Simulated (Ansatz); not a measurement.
# Al2P: one candidate of a structure search, part 2 of 2

Aim: relax a trial structure of Al2P and see where it ends.

Ansatz 0.2.0; DFT PBE, scalar-relativistic, plane waves, PAW.

**4. Relaxation on the finer mesh**

The end of the coarse run is made exact in the group found at a tolerance of 0.06 Å and reduced to its primitive cell.

input.yaml reads:

```yaml
crystal:
  lattice:
    - [6.2297466851, 0.0, 0.0]
    - [0.0, 6.2297466851, 0.0]
    - [0.0, 0.0, 3.0802736721]
  atoms:
    - { symbol: Al, position: [0.2753370991, 0.2753370991, 0.0] }
    - { symbol: Al, position: [0.7246629009, 0.7246629009, 0.0] }
    - { symbol: Al, position: [0.7753370991, 0.2246629009, 0.5] }
    - { symbol: Al, position: [0.2246629009, 0.7753370991, 0.5] }
    - { symbol: P, position: [0.0, 0.0, 0.0] }
    - { symbol: P, position: [0.5, 0.5, 0.5] }
basis:
  ecutwfc: 420
kpoints:
  mp_grid: { grid: [6, 6, 12] }
hamiltonian:
  xc: pbe
scf:
  occupations: { method: gaussian, width: 0.1 }
output:
  forces: true
  stress: true
  eigenvalues: true
  write_density: true
  write_potential: true
  elf: true
  volumetric_format: npy
relax:
  adjacent_minimum: "off"
  f_tol: 0.01
  max_steps: 80
  cell: { stress_tol: 0.05 }
```

Launch:

```
$ ansatz run input.yaml --threads 1 --pin off --max-ram 2048MiB --backend cpu --events-out ev --progress --plain --runs-dir out
```

What it wrote:

```text
Warning: RAYON_NUM_THREADS=1 ignored (pool sized by the plan → 1); use --threads N
Engine: ansatz 0.2.0, aarch64-unknown-linux-gnu
Pseudopotentials: kind: paw
Pseudopotential: Al, paw, valence charge 3, recommended cutoff 420 eV (normal), Al.paw.azcp
Pseudopotential: P, paw, valence charge 5, recommended cutoff 420 eV (normal), P.paw.azcp
Functional definition: PBE
  parameter kappa = 0.804
  parameter beta = 0.06672455060314922
  exchange = pbe_x(kappa = kappa, mu = beta*pi^2/3)
  correlation = pbe_c(beta = beta)
Crystal: 6 atoms, lattice volume = 119.545 Å³
Basis set: ecut = 420 eV, 2351 PW (Γ), exchange–correlation on 90×90×48 points (8 copies of the dense FFT grid, shifted against one another)
Bands: 17, of which v1, the nominal top of the filled ones, is band 11 counted from 1 (10 counted from 0)
Symmetry: 16 space group operations
Space group: P42/mnm (ITA 136), of the structure as read, at distance tolerance 4.9e-5 Å
k-points: 70 of 432
Non-local potential: Al, projectors of the file, l = 0: 2, l = 1: 2, l = 2: 1
Non-local potential: P, projectors of the file, l = 0: 2, l = 1: 2, l = 2: 2
PAW form: soft (Blöchl's): semilocal exchange-correlation on the pseudo side does not see the compensation charge
PAW one-centre angular grid: Al, 110 points (default); XC on 64 Gauss nodes
PAW one-centre angular grid: P, 110 points (default); XC on 64 Gauss nodes
Initial density: superposition of atomic densities (neutral atoms: chi_scale 0, normalization atom), corrected by the library's trained network
Initial wavefunctions: pseudopotential atomic-orbital guess
Functional: x = pbe(κ = 0.804, μ = 0.2195149727645171), c = pbe(β = 0.06672455060314922)
SCF iter   1: F=—  HF=-3659.175415 eV  |F-HF|=—  |Δ(HF+E_count)|=         —  Δρ=2.89e-3  dr2=2.89e-2  ethr=1.77e-3  ⟨swp⟩=9.4  Hψ=9428  notcnv=0
preconditioner: auto → Kerker (q_TF=auto, 2.058 Å⁻¹)  [metal: Δε(μ)=0.047 eV  Ē_g=7.279 eV  σ=0.100 eV  W_gap=0.25  n_scr=14 (ndim 8)  ℏωp=15.9 eV  f_vac=0.000  D(μ)=3.02/eV (n_scr^D=14)]
SCF iter   2: F=—  HF=-3659.171417 eV  |F-HF|=—  |Δ(HF+E_count)|=   4.00e-3  Δρ=1.66e-3  dr2=8.80e-3  ethr=1.32e-4  ⟨swp⟩=1.8  Hψ=2087  notcnv=0  defer=1
SCF iter   3: F=—  HF=-3659.169463 eV  |F-HF|=—  |Δ(HF+E_count)|=   1.95e-3  Δρ=3.73e-4  dr2=3.58e-4  ethr=4.00e-5  ⟨swp⟩=2.6  Hψ=1706  notcnv=0  defer=1
SCF iter   4: F=—  HF=-3659.169367 eV  |F-HF|=—  |Δ(HF+E_count)|=   9.57e-5  Δρ=7.87e-5  dr2=1.44e-5  ethr=1.63e-6  ⟨swp⟩=2.6  Hψ=1730  notcnv=0  defer=1
SCF iter   5: F=—  HF=-3659.169324 eV  |F-HF|=—  |Δ(HF+E_count)|=   4.28e-5  Δρ=2.15e-5  dr2=6.56e-7  ethr=6.57e-8  ⟨swp⟩=2.6  Hψ=1837  notcnv=0  defer=1
SCF iter   6: F=-3659.169325 eV  HF=-3659.169325 eV  |F-HF|=8.37e-9  |Δ(HF+E_count)|=   2.14e-7  Δρ=3.70e-6  dr2=2.87e-8  ethr=4.55e-10  ⟨swp⟩=15.0  Hψ=10619  notcnv=0
SCF 1 converged in 6 iterations: F = -3659.169325 eV  dr2 = 2.87e-8
relax step   1: F+E_penalty+E_count = -3659.16932461 eV  Δ(F+E_penalty+E_count) = +0.000e0 eV  max|allowed force component| = 1.346e-1 eV/Å  Δτ_max = 0.0000 Å  P = +0.618 GPa  Ω = 119.545 Å³  (6 SCF iters, dr2 threshold 1.00e-7 eV, accepted)
Crystal: 6 atoms, lattice volume = 121.753 Å³
Basis set: ecut = 420 eV, 2399 PW (Γ), exchange–correlation on 90×90×48 points (8 copies of the dense FFT grid, shifted against one another)
Initial density: handed on by an earlier stage of this run
Initial wavefunctions: those handed on with the density
iter 1 solved again at ethr=2.98e-4 eV; its pass at ethr=3.10e-3 eV (dr2=6.57e-2 eV) is discarded
SCF iter   1: F=—  HF=-3659.470090 eV  |F-HF|=—  |Δ(HF+E_count)|=         —  Δρ=6.27e-3  dr2=6.63e-2  ethr=2.98e-4  ⟨swp⟩=1.6  Hψ=9534  notcnv=0
preconditioner: auto → Kerker (q_TF=auto, 2.051 Å⁻¹)  [metal: Δε(μ)=0.015 eV  Ē_g=7.245 eV  σ=0.100 eV  W_gap=0.08  n_scr=14 (ndim 8)  ℏωp=15.8 eV  f_vac=0.000  D(μ)=2.52/eV (n_scr^D=8)]
SCF iter   2: F=—  HF=-3659.457519 eV  |F-HF|=—  |Δ(HF+E_count)|=   1.26e-2  Δρ=3.04e-3  dr2=1.34e-2  ethr=2.98e-4  ⟨swp⟩=1.9  Hψ=1491  notcnv=0
SCF iter   3: F=—  HF=-3659.455266 eV  |F-HF|=—  |Δ(HF+E_count)|=   2.25e-3  Δρ=5.33e-4  dr2=3.27e-4  ethr=6.10e-5  ⟨swp⟩=2.6  Hψ=1997  notcnv=0
SCF iter   4: F=—  HF=-3659.455244 eV  |F-HF|=—  |Δ(HF+E_count)|=   2.17e-5  Δρ=9.59e-5  dr2=1.94e-5  ethr=1.49e-6  ⟨swp⟩=2.8  Hψ=2042  notcnv=0
SCF iter   5: F=—  HF=-3659.455242 eV  |F-HF|=—  |Δ(HF+E_count)|=   1.98e-6  Δρ=3.01e-5  dr2=1.58e-6  ethr=8.81e-8  ⟨swp⟩=2.3  Hψ=1927  notcnv=0
SCF iter   6: F=-3659.455242 eV  HF=-3659.455242 eV  |F-HF|=1.48e-9  |Δ(HF+E_count)|=   2.82e-7  Δρ=2.52e-6  dr2=1.10e-8  ethr=2.73e-9  ⟨swp⟩=13.1  Hψ=10434  notcnv=0
SCF 2 converged in 6 iterations: F = -3659.455242 eV  dr2 = 1.10e-8
relax step   2: F+E_penalty+E_count = -3659.45524206 eV  Δ(F+E_penalty+E_count) = -2.859e-1 eV  max|allowed force component| = 2.703e-1 eV/Å  Δτ_max = 0.0365 Å  P = -0.142 GPa  Ω = 121.753 Å³  energy of the carried Pulay correction = -4.455e-4 eV  (6 SCF iters, dr2 threshold 6.00e-7 eV, accepted)
Crystal: 6 atoms, lattice volume = 122.427 Å³
iter 1 solved again at ethr=3.80e-5 eV; its pass at ethr=3.10e-3 eV (dr2=8.35e-3 eV) is discarded
SCF iter   1: F=—  HF=-3659.786490 eV  |F-HF|=—  |Δ(HF+E_count)|=         —  Δρ=2.60e-3  dr2=8.93e-3  ethr=3.80e-5  ⟨swp⟩=2.0  Hψ=9884  notcnv=0
preconditioner: auto → Kerker (q_TF=auto, 2.050 Å⁻¹)  [metal: Δε(μ)=0.025 eV  Ē_g=7.275 eV  σ=0.100 eV  W_gap=0.14  n_scr=10 (ndim 8)  ℏωp=15.7 eV  f_vac=0.000  D(μ)=2.05/eV (n_scr^D=8)]
SCF iter   2: F=—  HF=-3659.785658 eV  |F-HF|=—  |Δ(HF+E_count)|=   8.33e-4  Δρ=1.62e-3  dr2=3.70e-3  ethr=3.80e-5  ⟨swp⟩=1.0  Hψ=1191  notcnv=0
SCF iter   3: F=—  HF=-3659.785132 eV  |F-HF|=—  |Δ(HF+E_count)|=   5.25e-4  Δρ=1.76e-4  dr2=6.52e-5  ethr=1.68e-5  ⟨swp⟩=2.5  Hψ=1988  notcnv=0
SCF iter   4: F=—  HF=-3659.785183 eV  |F-HF|=—  |Δ(HF+E_count)|=   5.04e-5  Δρ=6.02e-5  dr2=7.48e-6  ethr=2.96e-7  ⟨swp⟩=2.2  Hψ=1960  notcnv=0
SCF iter   5: F=—  HF=-3659.785180 eV  |F-HF|=—  |Δ(HF+E_count)|=   2.15e-6  Δρ=1.63e-5  dr2=6.16e-7  ethr=3.40e-8  ⟨swp⟩=2.3  Hψ=1890  notcnv=0
SCF iter   6: F=-3659.785180 eV  HF=-3659.785180 eV  |F-HF|=4.59e-9  |Δ(HF+E_count)|=   2.97e-8  Δρ=3.46e-6  dr2=2.48e-8  ethr=2.73e-9  ⟨swp⟩=12.3  Hψ=9736  notcnv=0
SCF 3 converged in 6 iterations: F = -3659.785180 eV  dr2 = 2.48e-8
relax step   3: F+E_penalty+E_count = -3659.78518034 eV  Δ(F+E_penalty+E_count) = -3.299e-1 eV  max|allowed force component| = 2.137e-1 eV/Å  Δτ_max = 0.0486 Å  P = -0.192 GPa  Ω = 122.427 Å³  energy of the carried Pulay correction = -5.800e-4 eV  (6 SCF iters, dr2 threshold 6.00e-7 eV, accepted)
[... 10 lines left out ...]
relax step   4: F+E_penalty+E_count = -3659.90565916 eV  Δ(F+E_penalty+E_count) = -1.205e-1 eV  max|allowed force component| = 7.704e-2 eV/Å  Δτ_max = 0.0823 Å  P = +0.361 GPa  Ω = 121.820 Å³  energy of the carried Pulay correction = -4.589e-4 eV  (5 SCF iters, dr2 threshold 6.00e-7 eV, accepted)
[... 8 lines left out ...]
relax step   5: F+E_penalty+E_count = -3659.90882865 eV  Δ(F+E_penalty+E_count) = -3.169e-3 eV  max|allowed force component| = 7.805e-3 eV/Å  Δτ_max = 0.0121 Å  P = -0.017 GPa  Ω = 122.464 Å³  energy of the carried Pulay correction = -5.873e-4 eV  (4 SCF iters, dr2 threshold 6.00e-7 eV, accepted)
[... 8 lines left out ...]
relax step   6: F+E_penalty+E_count = -3659.90891004 eV  Δ(F+E_penalty+E_count) = -8.140e-5 eV  max|allowed force component| = 3.704e-5 eV/Å  Δτ_max = 0.0011 Å  P = +0.000 GPa  Ω = 122.397 Å³  energy of the carried Pulay correction = -5.739e-4 eV  (4 SCF iters, dr2 threshold 1.22e-8 eV, accepted)
[... 10 lines left out ...]
relax step   7: F+E_penalty+E_count = -3659.92095537 eV  Δ(F+E_penalty+E_count) = -1.205e-2 eV  max|allowed force component| = 8.770e-4 eV/Å  Δτ_max = 0.0000 Å  P = +0.108 GPa  Ω = 122.397 Å³  stress off target by 3.18e-1 GPa  SCF on the basis re-selected at this cell (its energy is not comparable with the rows above)  (5 SCF iters)
[... 9 lines left out ...]
relax step   8: F+E_penalty+E_count = -3659.92131856 eV  Δ(F+E_penalty+E_count) = -3.632e-4 eV  max|allowed force component| = 8.356e-5 eV/Å  Δτ_max = 0.0019 Å  P = +0.006 GPa  Ω = 122.616 Å³  energy of the carried Pulay correction = -4.500e-5 eV  (4 SCF iters, dr2 threshold 2.53e-7 eV, accepted)
iter 1 solved again at ethr=6.21e-8 eV; its pass at ethr=3.10e-3 eV (dr2=1.37e-5 eV) is discarded
SCF iter   1: F=—  HF=-3659.921321 eV  |F-HF|=—  |Δ(HF+E_count)|=         —  Δρ=5.36e-6  dr2=4.73e-8  ethr=6.21e-8  ⟨swp⟩=4.2  Hψ=13097  notcnv=0
preconditioner: auto → Kerker (q_TF=auto, 2.049 Å⁻¹)  [metal: Δε(μ)=0.000 eV  Ē_g=7.321 eV  σ=0.100 eV  W_gap=0.00  n_scr=10 (ndim 8)  ℏωp=15.7 eV  f_vac=0.000  D(μ)=2.64/eV (n_scr^D=10)]
SCF iter   2: F=—  HF=-3659.921361 eV  |F-HF|=—  |Δ(HF+E_count)|=   3.96e-5  Δρ=3.47e-6  dr2=2.59e-8  ethr=2.15e-10  ⟨swp⟩=3.0  Hψ=2330  notcnv=0
SCF iter   3: F=—  HF=-3659.921361 eV  |F-HF|=—  |Δ(HF+E_count)|=   8.23e-9  Δρ=1.47e-6  dr2=6.77e-9  ethr=1.18e-10  ⟨swp⟩=1.3  Hψ=1283  notcnv=0
SCF iter   4: F=—  HF=-3659.921361 eV  |F-HF|=—  |Δ(HF+E_count)|=  9.82e-10  Δρ=5.71e-7  dr2=3.01e-10  ethr=3.08e-11  ⟨swp⟩=2.5  Hψ=1912  notcnv=0
SCF iter   5: F=—  HF=-3659.921361 eV  |F-HF|=—  |Δ(HF+E_count)|=  2.34e-10  Δρ=2.49e-7  dr2=6.66e-11  ethr=1.00e-12  ⟨swp⟩=9.6  Hψ=7448  notcnv=0
SCF iter   6: F=-3659.921361 eV  HF=-3659.921361 eV  |F-HF|=4.55e-13  |Δ(HF+E_count)|=  1.68e-11  Δρ=8.59e-8  dr2=8.40e-12  ethr=1.00e-12  ⟨swp⟩=6.0  Hψ=5058  notcnv=0
SCF 9 converged in 6 iterations: F = -3659.921361 eV  dr2 = 8.40e-12
relax step   9: F+E_penalty+E_count = -3659.92136101 eV  Δ(F+E_penalty+E_count) = -4.245e-5 eV  max|allowed force component| = 8.151e-5 eV/Å  Δτ_max = 0.0000 Å  P = +0.006 GPa  Ω = 122.616 Å³  stress off target by 2.14e-2 GPa  SCF on the basis re-selected at this cell (its energy is not comparable with the rows above)  (6 SCF iters)
basis re-selected at this cell: Δ(F+E_penalty+E_count) = -4.245e-5 eV, ΔP = -0.000 GPa vs the last step (what re-selecting the basis moved, of the pressure what is left beyond the Pulay correction that the steps carried, after the strain that the cell walked since its last selection, with what the two solves' SCF thresholds leave and, on support functions, any second-order correction that the steps lacked; it is no measure of the basis error at this ecutwfc). This SCF's stress stands 2.14e-2 GPa from its target on what of the cell is left free (relax.cell.stress_tol is 5.00e-2 GPa) and its largest allowed force component is 8.15e-5 eV/Å (relax.f_tol is 1.00e-2 eV/Å): within both
SCF converged after 6 iterations
Free energy (F): -3659.921361 eV
Harris-Foulkes:  -3659.921361 eV  (|F-HF|=4.55e-13)
Internal energy: -3659.908179 eV  (E = F + TS)
E sigma→0 (E₀):  -3659.914770 eV
Entropy (-TS):   -0.013182 eV (-2.197 meV/atom)
Fermi energy:    6.262304 eV
--- Per-component energies (eV) ---
  E_band       = 20.333070
  E_kinetic    = 226.288569
  E_local      = -194.968295  (includes V_loc(G=0)·N_el)
  E_nonlocal   = 110.437871
  E_hartree    = 70.566874
  E_xc         = -278.763783
  E_vxc        = -233.188601  (∫ρ·V_xc dr)
  E_paw        = -3007.567017  (= ΣΔE_a)
  E_vpaw       = -29.370233  (= ΣTr[D̂ρ^β])
  E_aug_tail   = -0.000003  (compensation charges beyond the density's cutoff)
  E_ewald      = -585.902397
  E_smearing   = -0.013182  (= −TS)
  E_closure    = -0.000000  (closes the sum)
  Σ components = -3659.921361   (vs F -3659.921361, Δ=0.00e0)
--- Forces (eV/Å), atoms counted from 1 ---
  atom   1  Al    -0.00008151    -0.00008151     0.00000000
  atom   2  Al     0.00008151     0.00008151     0.00000000
  atom   3  Al    -0.00008151     0.00008151     0.00000000
  atom   4  Al     0.00008151    -0.00008151     0.00000000
  atom   5  P     -0.00000000    -0.00000000     0.00000000
  atom   6  P      0.00000000     0.00000000     0.00000000
  max |Σ_I F_I| component: 4.12e-18 eV/Å
--- Stress (GPa, compression-positive) ---
       -0.001614       0.000000       0.000000
        0.000000      -0.001614       0.000000
        0.000000       0.000000       0.021431
  P = ⅓ Tr σ = 0.0061 GPa (0.061 kbar)
--- Band table (eV; the first three rows and the last of 70) ---
  k-point 0: bands = ["-6.7593", "-5.6399", "-0.7630", "-0.7630", "1.8673", "1.8673", "3.2458", "3.4509", "3.7502", "4.3442", "4.5342", "7.5609", "8.6535", "10.0093", "10.0093", "10.3405", "10.3405"]
  k-point 1: bands = ["-6.6949", "-5.5887", "-0.6926", "-0.6926", "1.9101", "1.9101", "3.0429", "3.2828", "3.3241", "4.2813", "4.5828", "8.2268", "8.9967", "8.9967", "9.2220", "10.4484", "10.4484"]
  k-point 2: bands = ["-6.5050", "-5.4430", "-0.4838", "-0.4838", "1.8824", "2.0260", "2.0260", "2.5128", "3.5589", "4.2440", "4.8839", "7.7577", "7.7577", "9.5470", "9.6448", "9.6448", "10.2487"]
  k-point 69: bands = ["-4.9603", "-4.9603", "-0.7547", "-0.7547", "0.6750", "0.6750", "1.3340", "1.3340", "5.5364", "5.5364", "6.4837", "6.4837", "7.1644", "7.1644", "8.4204", "8.4204", "9.5957"]
--- Relaxed structure (7 steps of the walk, 7 accepted, 2 SCFs on fresh bases) ---
  F+E_penalty+E_count = -3659.92136101 eV   max|allowed force component| = 8.151e-5 eV/Å   (the final SCF, on the basis selected at the relaxed cell)
  cell:  # Å, volume = 122.6163 Å³
    - [5.881166489324065, -6.697821060920722e-34, 0.0]
    - [-6.697821060920722e-34, 5.881166489324065, 0.0]
    - [0.0, 0.0, 3.545040087863386]
  atoms:
    - { symbol: Al, position: [0.2930642597473811, 0.2930642597473811, 0.0] }
    - { symbol: Al, position: [0.7069357402526188, 0.7069357402526188, 0.0] }
    - { symbol: Al, position: [0.7930642597473812, 0.20693574025261896, 0.5] }
    - { symbol: Al, position: [0.20693574025261896, 0.7930642597473812, 0.5] }
    - { symbol: P, position: [-2.7845810811631134e-19, 2.320484234302597e-19, 0.0] }
    - { symbol: P, position: [0.5, 0.5, 0.5] }
```

Wall time 98 s (1 thread of Arm Neoverse V1, shared host); peak memory 0.43 GiB.

Step by step:

| step | E - E(step 1) (eV/cell) | largest force component (eV/Å) | pressure (GPa) | volume (Å³) |
| --- | --- | --- | --- | --- |
| 1 | 0.0000 | 0.1346 | 0.62 | 119.54 |
| 2 | -0.2859 | 0.2703 | -0.14 | 121.75 |
| 3 | -0.6159 | 0.2137 | -0.19 | 122.43 |
| 4 | -0.7363 | 0.0770 | 0.36 | 121.82 |
| 5 | -0.7395 | 0.0078 | -0.02 | 122.46 |
| 6 | -0.7396 | 0.0000 | 0.00 | 122.40 |
| 7 | -0.7516 | 0.0009 | 0.11 | 122.40 |
| 8 | -0.7520 | 0.0001 | 0.01 | 122.62 |
| 9 | -0.7520 | 0.0001 | 0.01 | 122.62 |

Step 1 is the start. Steps 7, 9 each repeat the geometry before them on a plane-wave basis chosen anew, so the energy can jump there without any move.

|  | before | after | change |
| --- | --- | --- | --- |
| a (Å) | 6.230 | 5.881 | -5.6 % |
| b (Å) | 6.230 | 5.881 | -5.6 % |
| c (Å) | 3.080 | 3.545 | +15.1 % |
| volume (Å³/atom) | 19.92 | 20.44 | +2.6 % |
| shortest distance (Å) | 2.426 | 2.437 | +0.5 % |
| space group (0.01 Å) | P4_2/mnm | P4_2/mnm | same |

The run keeps the 16 symmetry operations of the start, so it could not have lowered the symmetry.

Density in a lattice plane of the grid's cell (edges 5.88 and 5.88 Å, at 0.000 of the third edge), which holds Al and P.

Ten even steps from '0' (0.03 e/Å³) to '9' (0.70 e/Å³):
```
358853100000000011236985
999742100000001112245899
776431100000011112345677
333211000000111111234444
111110000000111100012322
100000000001121100012211
000000000001122100011110
000000000001122211111100
000000001111112221111100
000001111111111111110000
000111112221111110000000
000111111222110000000000
001111000122110000000000
111221000112110000000000
122321000111100000001111
344443211111100000011233
777654321111000000113467
999854221110000000124799
358963211000000000135885
027963110000000001136972
```
Columns run along the first of these edges and rows up along the second, over one cell in 24 and 20 even steps from the bottom left corner. Atoms in the plane (fractional): Al at (0.29, 0.29), Al at (0.71, 0.71), P at (1.00, 0.00).

ELF in the same plane.

Values, 12 rows by 12 columns:
```
0.29 0.67 0.67 0.30 0.14 0.18 0.34 0.47 0.48 0.58 0.78 0.72
0.71 0.67 0.48 0.25 0.16 0.21 0.46 0.66 0.45 0.61 0.82 0.78
0.36 0.30 0.25 0.19 0.14 0.18 0.43 0.37 0.16 0.11 0.61 0.58
0.19 0.14 0.16 0.14 0.10 0.12 0.30 0.26 0.09 0.16 0.45 0.48
0.22 0.18 0.21 0.18 0.12 0.11 0.19 0.35 0.26 0.37 0.66 0.47
0.24 0.34 0.46 0.43 0.30 0.19 0.14 0.19 0.30 0.43 0.46 0.34
0.22 0.47 0.66 0.37 0.26 0.35 0.19 0.11 0.12 0.18 0.21 0.18
0.19 0.48 0.45 0.16 0.09 0.26 0.30 0.12 0.10 0.14 0.16 0.14
0.36 0.58 0.61 0.11 0.16 0.37 0.43 0.18 0.14 0.19 0.25 0.30
0.71 0.78 0.82 0.61 0.45 0.66 0.46 0.21 0.16 0.25 0.48 0.67
0.29 0.72 0.78 0.58 0.48 0.47 0.34 0.18 0.14 0.30 0.67 0.67
0.00 0.29 0.71 0.36 0.19 0.22 0.24 0.22 0.19 0.36 0.71 0.29
```
Columns run along the first of these edges and rows up along the second, over one cell in 12 and 12 even steps from the bottom left corner. Atoms in the plane (fractional): Al at (0.29, 0.29), Al at (0.71, 0.71), P at (1.00, 0.00).

Both are smooth fields of the valence electrons: close to the nuclei they are not physical.

The highest ELF values outside the cores: 0.86 on the P–Al line, 0.8 Å from P; 0.82 on the Al–P line, 1.1 Å from Al; 0.66 beside Al, off the lines to its neighbours, 1.1 Å from Al.

**5. Changing settings: ecutrho_ratio 9**

input.yaml reads:

```yaml
crystal:
  lattice:
    - [5.8811664893, 0.0, 0.0]
    - [0.0, 5.8811664893, 0.0]
    - [0.0, 0.0, 3.5450400879]
  atoms:
    - { symbol: Al, position: [0.2930642597, 0.2930642597, 0.0] }
    - { symbol: Al, position: [0.7069357403, 0.7069357403, 0.0] }
    - { symbol: Al, position: [0.7930642597, 0.2069357403, 0.5] }
    - { symbol: Al, position: [0.2069357403, 0.7930642597, 0.5] }
    - { symbol: P, position: [0.0, 0.0, 0.0] }
    - { symbol: P, position: [0.5, 0.5, 0.5] }
basis:
  ecutwfc: 420
  ecutrho_ratio: 9
kpoints:
  mp_grid: { grid: [6, 6, 12] }
hamiltonian:
  xc: pbe
scf:
  occupations: { method: gaussian, width: 0.1 }
output:
  forces: true
  eigenvalues: true
  stress: true
```

Launch:

```
$ ansatz run input.yaml --threads 1 --pin off --max-ram 2048MiB --backend cpu --events-out ev --progress --plain --runs-dir out
```

What it wrote (excerpt; [...] marks lines left out):

```text
Warning: RAYON_NUM_THREADS=1 ignored (pool sized by the plan → 1); use --threads N
[...]
[... 4 set-up lines as earlier in the session ...]
[...]
Crystal: 6 atoms, lattice volume = 122.616 Å³
Basis set: ecut = 420 eV, 2391 PW (Γ), exchange–correlation on 120×120×72 points (8 copies of the dense FFT grid, shifted against one another)
Bands: 17, of which v1, the nominal top of the filled ones, is band 11 counted from 1 (10 counted from 0)
[... 1 set-up line as earlier in the session ...]
Space group: P42/mnm (ITA 136), of the structure as read, at distance tolerance 5.0e-5 Å
k-points: 70 of 432
[...]
SCF iter   1: F=—  HF=-3659.927086 eV  |F-HF|=—  |Δ(HF+E_count)|=         —  Δρ=2.79e-3  dr2=2.28e-2  ethr=1.77e-3  ⟨swp⟩=9.3  Hψ=9403  notcnv=0
[...]
SCF converged after 6 iterations
Free energy (F): -3659.921363 eV
[...]
E sigma→0 (E₀):  -3659.914772 eV
Entropy (-TS):   -0.013182 eV (-2.197 meV/atom)
Fermi energy:    6.262303 eV
[...]
--- Forces (eV/Å), atoms counted from 1 ---
  atom   1  Al    -0.00008581    -0.00008581     0.00000000
  atom   2  Al     0.00008581     0.00008581     0.00000000
  atom   3  Al    -0.00008581     0.00008581     0.00000000
  atom   4  Al     0.00008581    -0.00008581     0.00000000
  atom   5  P      0.00000000    -0.00000000     0.00000000
  atom   6  P      0.00000000     0.00000000     0.00000000
[...]
--- Stress (GPa, compression-positive) ---
       -0.001645       0.000000       0.000000
        0.000000      -0.001645       0.000000
        0.000000       0.000000       0.021339
  P = ⅓ Tr σ = 0.0060 GPa (0.060 kbar)
--- Band table (eV; the first three rows and the last of 70) ---
  k-point 0: bands = ["-6.7594", "-5.6399", "-0.7630", "-0.7630", "1.8673", "1.8673", "3.2459", "3.4509", "3.7501", "4.3442", "4.5342", "7.5609", "8.6534", "10.0094", "10.0094", "10.3405", "10.3405"]
[...]
```

Run time: 8.7 s. Hardware: 1 thread of Arm Neoverse V1, shared host; peak memory 0.48 GiB.

| run | ending | energy change | pressure (GPa) | gap (eV) | force (eV/Å) | cycles | time |
| --- | --- | --- | --- | --- | --- | --- | --- |
| step 4 | converged | 0 | 0.0 | 0.00 | 0.00 | - | 98 s |
| variant | converged | 0.0 meV/atom | 0.0 | 0.00 | 0.00 | 6 | 8.7 s |

Changing the numerical grids leaves the energy as it was (0.0 meV/atom).

**6. Results**

The summary covers parts 1 to 2. Changes of volume or cell count from the first structure of part 1.

```
                              quantity                                                                      value
symmetry at the end (tolerance 0.05 Å)                                             space group P4_2/mnm (No. 136)
                     conventional cell  a = 5.881 Å, b = 5.881 Å, c = 3.545 Å, α = 90.00°, β = 90.00°, γ = 90.00°
                                volume                                                              20.44 Å³/atom
     energy over the elements, black P                                                              +0.24 eV/atom
                       gap on the mesh                                                               none (metal)
```

What this shows: The space group P4_2/mnm (No. 136) is kept, and the volume per atom shrinks by 10.3 % from the first guess. The formation energy is positive, so the separate elements lie lower. No finished test with a distortion of lower symmetry is shown, so the end may be a saddle point.
